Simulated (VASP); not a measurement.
# Au (Im-3m) in VASP: a series of runs, part 2 of 2

VASP 6.6.1. Earlier steps stand in the parts before.

### Step 5. Relaxation of cell and atoms, PBEsol

Input file INCAR:

```
PREC     = Accurate       # precision mode
ENCUT    = 600            # plane-wave cutoff, eV
EDIFF    = 1E-7           # SCF threshold, eV
ISMEAR   = 0              # smearing method
SIGMA    = 0.1            # smearing width, eV
LREAL    = False          # projectors in reciprocal space
LASPH    = True           # aspherical terms in the spheres
NELM     = 60             # most SCF steps
ALGO     = Normal         # electronic algorithm
ISIF     = 3              # what is computed and relaxed
LWAVE    = False          # write WAVECAR
LCHARG   = False          # write CHGCAR
GGA      = PS             # functional
IBRION   = 2              # ionic algorithm
NSW      = 90             # ionic steps
EDIFFG   = -0.005         # ionic threshold
```

Input file KPOINTS:

```
Automatic mesh
0
Gamma
  6 6 6
```

Input file POSCAR:

```
Au
1.0
   -1.6198059000      1.6198059000      1.6198059000
    1.6198059000     -1.6198059000      1.6198059000
    1.6198059000      1.6198059000     -1.6198059000
Au
1
Direct
    0.0000000000      0.0000000000      0.0000000000
```

Potentials or basis: VASP PAW PBE potentials, release 64 (Au).

Command:

```sh
$ cat potpaw_PBE.64/Au/POTCAR > POTCAR
$ mpirun -np 1 vasp_std > vasp.out
```

OUTCAR:

```text
PREC = Accurate
   ENCUT = 600
   EDIFF = 1E-7
   ISMEAR = 0
   LREAL = False
   LASPH = True
   NELM = 60
   ISIF = 3
   GGA = PS
   IBRION = 2
   NSW = 90
   EDIFFG = -0.005

 ion  position               nearest neighbor table
   1  0.000  0.000  0.000-

  LATTYP: Found a body centered cubic cell.
 ALAT       =     3.2396118000

  Lattice vectors:

 A1 = (  -1.6198059000,   1.6198059000,   1.6198059000)
 A2 = (   1.6198059000,  -1.6198059000,   1.6198059000)
 A3 = (   1.6198059000,   1.6198059000,  -1.6198059000)

Analysis of symmetry for initial positions (statically):
=====================================================================
 Subroutine PRICEL returns:
 Original cell was already a primitive cell.

 Routine SETGRP: Setting up the symmetry group for a
 body centered cubic supercell.

 Subroutine GETGRP returns: Found 48 space group operations
 (whereof 48 operations were pure point group operations)
 out of a pool of 48 trial point group operations.

The static configuration has the point symmetry O_h .

Analysis of symmetry for dynamics (positions and initial velocities):
=====================================================================
 Subroutine PRICEL returns:
 Original cell was already a primitive cell.

 Routine SETGRP: Setting up the symmetry group for a
 body centered cubic supercell.

 Subroutine GETGRP returns: Found 48 space group operations
 (whereof 48 operations were pure point group operations)
 out of a pool of 48 trial point group operations.

The dynamic configuration has the point symmetry O_h .

 Subroutine INISYM returns: Found 48 space group operations
 (whereof 48 operations are pure point group operations),
 and found     1 'primitive' translations

----------------------------------------------------------------------------------------

                                     Primitive cell

  volume of cell :      17.0000

  direct lattice vectors                    reciprocal lattice vectors
    -1.619805900  1.619805900  1.619805900     0.000000000  0.308678960  0.308678960
     1.619805900 -1.619805900  1.619805900     0.308678960  0.000000000  0.308678960
     1.619805900  1.619805900 -1.619805900     0.308678960  0.308678960  0.000000000

  length of vectors
     2.805586117  2.805586117  2.805586117     0.436537971  0.436537971  0.436537971

  position of ions in fractional coordinates (direct lattice)
     0.000000000  0.000000000  0.000000000

  ion indices of the primitive-cell ions
   primitive index   ion index
                 1           1

----------------------------------------------------------------------------------------

 KPOINTS: Automatic mesh

Automatic generation of k-mesh.
 Grid dimensions read from file:
 generate k-points for:    6    6    6

 Generating k-lattice:

  Cartesian coordinates                     Fractional coordinates (reciprocal lattice)
     0.000000000  0.051446493  0.051446493     0.166666667  0.000000000  0.000000000
     0.051446493  0.000000000  0.051446493     0.000000000  0.166666667  0.000000000
     0.051446493  0.051446493  0.000000000     0.000000000  0.000000000  0.166666667

  Length of vectors
     0.072756329  0.072756329  0.072756329

  Shift w.r.t. Gamma in fractional coordinates (k-lattice)
     0.000000000  0.000000000  0.000000000

 Subroutine IBZKPT returns following result:
 ===========================================

 Found     16 irreducible k-points:

 Following reciprocal coordinates:
            Coordinates               Weight
  0.000000  0.000000  0.000000      1.000000
  0.166667  0.000000  0.000000     12.000000
  0.333333  0.000000  0.000000     12.000000
  0.500000  0.000000  0.000000      6.000000
  0.166667  0.166667  0.000000     24.000000
  0.333333  0.166667  0.000000     48.000000
[... 8 lines left out ...]
  0.500000  0.500000  0.333333     12.000000
  0.500000  0.500000  0.500000      1.000000
   k-points           NKPTS =     16   k-points in BZ     NKDIM =     16   number of bands    NBANDS=      9
   number of dos      NEDOS =    301   number of ions     NIONS =      1
   total plane-waves  NPLWV =  13824
   dimension x,y,z NGX =    24 NGY =   24 NGZ =   24
   dimension x,y,z NGXF=    48 NGYF=   48 NGZF=   48
   ions per type =               1
   NGX,Y,Z   is equivalent  to a cutoff of  14.22, 14.22, 14.22 a.u.
   NGXF,Y,Z  is equivalent  to a cutoff of  28.44, 28.44, 28.44 a.u.
 SYSTEM =  unknown system
   PREC   = accura    normal or accurate (medium, high low for compatibility)
   ISTART =      0    job   : 0-new  1-cont  2-samecut
   ICHARG =      2    charge: 1-file 2-atom 10-const
   ISPIN  =      1    spin polarized calculation?
   LNONCOLLINEAR =      F non collinear calculations
   LSORBIT =      F    spin-orbit coupling
   LASPH  =      T    aspherical Exc in radial PAW
   ENCUT  =  600.0 eV  44.10 Ry    6.64 a.u.   5.60  5.60  5.60*2*pi/ulx,y,z
   NELM   =     60;   NELMIN=  2; NELMDL= -5     # of ELM steps
   EDIFF  = 0.1E-06   stopping-criterion for ELM
   LREAL  =      F    real-space projection
   EDIFFG = -.5E-02   stopping-criterion for IOM
   NSW    =     90    number of steps for IOM
   IBRION =      2    ionic relax: 0-MD 1-quasi-New 2-CG
   NFREE  =      1    steps in history (QN), initial steepest desc. (CG)
   ISIF   =      3    stress and relaxation
   ISYM   =      2    0-nonsym 1-usesym 2-fastsym
   POTIM  = 0.5000    time-step for ionic-motion
   TEBEG  =    0.0;   TEEND  =   0.0 temperature during run
   PSTRESS=    0.0 pullay stress
   NELECT =      11.0000    total number of electrons
   NUPDOWN=      -1.0000    fix difference up-down
   EMIN   =  10.00;   EMAX   =-10.00  energy-range for DOS
   EFERMI =   0.00;   METHOD = LEGACY
   ISMEAR =     0;   SIGMA  =   0.10  broadening in eV -4-tet -1-fermi 0-gaus
   EFERMI_NEDOS =   21; number of points for ismear=-14 and -15
   IALGO  =     38    algorithm
   IMIX   =      4    mixing-type and parameters
     AMIX     =   0.40;   BMIX     =  1.00
     AMIX_MAG =   1.60;   BMIX_MAG =  1.00
  volume/ion in A,a.u.               =      17.00       114.72
  Fermi-wavevector in a.u.,A,eV,Ry     =   1.415977  2.675808 27.279543  2.004990
  Thomas-Fermi vector in A             =   2.537359
   LORBIT       =      0    0 simple, 1 ext, 2 COOP (PROOUT), +10 PAW based schemes
   GGA     = PS    functional components
   LHFCALC =     F    Hartree Fock is set to
   AEXX    =    0.0000 exact exchange contribution
   IVDW    =     0    specifies the selected vdW correction
   LEPSILON=     F    determine dielectric tensor
   LRPA    =     F    only Hartree local field effects (RPA)
 conjugate gradient relaxation of ions
 non-spin polarized calculation
 Gauss-broadening in eV      SIGMA  =   0.10
  energy-cutoff  :      600.00
  volume of cell :       17.00
 maximum number of plane-waves:       586
 NGX is ok and might be reduce to    24
   NGX = 11   NGY = 11   NGZ = 11

--------------------------------------- Ionic step        1  -------------------------------------------

 number of electron      11.0000001 magnetization

 Free energy of the ion-electron system (eV)
  ---------------------------------------------------
  ext. energy  EPLUGINS =         0.00000000
  ---------------------------------------------------
  free energy    TOTEN  =        -3.81911577 eV

  energy without entropy =       -3.80774359  energy(sigma->0) =       -3.81342968

------------------------ aborting loop because EDIFF is reached ----------------------------------------

  FORCE on cell =-STRESS in cart. coord.  units (eV):
  Direction    XX          YY          ZZ          XY          YZ          ZX
  --------------------------------------------------------------------------------------
  -------------------------------------------------------------------------------------
  Total        0.0426774      0.0426774      0.0426774     -0.0000000     -0.0000000      0.0000000
  in kB        4.0221595      4.0221595      4.0221595     -0.0000000     -0.0000000      0.0000000
  external PRESSURE =       4.0221595 kB  Pullay stress =       0.0000000 kB
[... 55 lines left out ...]
  energy  without entropy=       -3.8077624826  energy(sigma->0) =       -3.81339039

--------------------------------------- Ionic step        3  -------------------------------------------

 number of electron      11.0000001 magnetization

 Free energy of the ion-electron system (eV)
  ---------------------------------------------------
  ext. energy  EPLUGINS =         0.00000000
  ---------------------------------------------------
  free energy    TOTEN  =        -3.81916251 eV

  energy without entropy =       -3.80783125  energy(sigma->0) =       -3.81349688

 E-fermi :   9.6077     XC(G=0): -12.8938

 val. band max:        9.5641946289   @ k =   0.1667   0.1667   0.1667
 cond. band min:       9.6593744701   @ k =   0.3333   0.1667   0.0000
 fundamental gap:      0.0951798412
 Fermi energy:         9.6076884221

 k-point     1 :       0.0000    0.0000    0.0000
  band No.  band energies     occupation
      1      -0.6304      2.00000
      2       4.3918      2.00000
      3       4.3918      2.00000
      4       4.3918      2.00000
      5       6.3455      2.00000
      6       6.3455      2.00000
      7      25.7860      0.00000
      8      25.7860      0.00000
      9      25.7860      0.00000
[... 206 lines left out ...]
  FREE ENERGIE OF THE ION-ELECTRON SYSTEM (eV)
  ---------------------------------------------------
  free  energy   TOTEN  =        -3.8191625070 eV

  energy  without entropy=       -3.8078312455  energy(sigma->0) =       -3.81349688

 reached required accuracy - stopping structural energy minimisation
```

Run time: 5 s. Hardware: 1 thread of Intel Xeon 6975P-C (Granite Rapids), shared host; peak memory 0.14 GiB.

Results:

* Free energy: -3.8192 eV
* Relaxed volume: 17.04 Å³/atom
* Relaxed cell: a = 2.808 Å, b = 2.808 Å, c = 2.808 Å, α = 109.47°, β = 109.47°, γ = 109.47°
* Space group after relaxing (to 0.05 Å): Im-3m (No. 229)
* Energy gained by relaxing: 0.0 meV/atom
* Ionic steps: 3
* Pressure after relaxing: 0.0 GPa
* Band gap on the k mesh: none (metal or under the smearing width)

Final structure:
```cif
data_structure
_symmetry_space_group_name_H-M 'P 1'
_symmetry_Int_Tables_number 1
_cell_length_a 2.8076
_cell_length_b 2.8076
_cell_length_c 2.8076
_cell_angle_alpha 109.471
_cell_angle_beta 109.471
_cell_angle_gamma 109.471
_cell_volume 17.04
loop_
_atom_site_label
_atom_site_type_symbol
_atom_site_fract_x
_atom_site_fract_y
_atom_site_fract_z
_atom_site_occupancy
Au1 Au 0.00000 0.00000 0.00000 1
```

Caveat: the k mesh is coarse (spacing up to 0.46 Å⁻¹), so the values aren't converged; the PAW data sets were made with another functional, which shifts forces and pressure a little.

### Step 6. Single point, PBEsol

Input file INCAR:

```
SYSTEM = Au
PREC = Accurate
ENCUT = 520
EDIFF = 1E-6
ISMEAR = 0
SIGMA = 0.1
LREAL = .FALSE.
LASPH = .TRUE.
NELM = 60
ALGO = Normal
ISIF = 2
LWAVE = .FALSE.
LCHARG = .FALSE.
GGA = PS
```

Input file KPOINTS:

```
Automatic mesh
0
G
  18 18 18
  0 0 0
```

POSCAR is that of step 5.

Potentials or basis: VASP PAW PBE potentials, release 64 (Au).

Command:

```sh
$ cat potpaw_PBE.64/Au/POTCAR > POTCAR
$ mpirun -np 1 vasp_std > vasp.out
```

Wall time 9.9 s (1 thread of Intel Xeon 6975P-C (Granite Rapids), shared host); peak memory 0.16 GiB.

The run converged. Its results:

| Quantity | Value |
| --- | --- |
| Free energy | -3.9049 eV |
| Pressure | 0.1 GPa |
| Band gap on the k mesh | none (metal or under the smearing width) |

Levels at points of the mesh, in eV from the Fermi level:
| k point | band 4 | band 5 | band 6 | band 7 | band 8 | band 9 |
| --- | --- | --- | --- | --- | --- | --- |
| (0.00, 0.00, 0.00) | -4.90 | -2.94 | -2.94 | 16.48 | 16.48 | 16.48 |
| (0.50, 0.00, 0.00) | -2.73 | -1.38 | -0.73 | 3.55 | 12.33 | 13.88 |
| (0.50, 0.50, 0.50) | -1.77 | -1.77 | 6.23 | 6.23 | 6.23 | 9.71 |

Caveat: the PAW data sets were made with another functional, which shifts forces and pressure a little. Spin-orbit coupling is left out, which matters for the levels of Au.

### Step 7. Overview

```tsv
task	level	cell	k mesh	cutoff (eV)	mesh quality	gap on the mesh (eV)	pressure (GPa)	relaxed volume (Å³/atom)
relaxation of cell and atoms	PBE	relaxed	18 × 18 × 18	600	not flagged	none	0.0	17.97
relaxation of cell and atoms	PBE+D3(BJ)	relaxed	18 × 18 × 18	600	not flagged	none	0.0	17.26
relaxation of cell and atoms	PBEsol	relaxed	18 × 18 × 18	300	not flagged	none	0.0	16.94
relaxation of cell and atoms	PBEsol	relaxed	6 × 6 × 6	600	coarse	none	0.0	17.04
single point	PBEsol	as given	18 × 18 × 18	520	not flagged	none	0.1	-
```

Alike in all rows: potentials or basis VASP PAW PBE potentials, release 64 (Au); no spin polarisation; smearing gaussian 0.1 eV.

Caveats: some runs use coarse meshes; the PAW data sets were made with another functional, which shifts forces and pressure a little (some runs); pairwise dispersion overbinds metals, which lowers pressure and volume (some runs).

Total energies depend on the potentials used, so only differences within one code and one set of settings carry meaning.
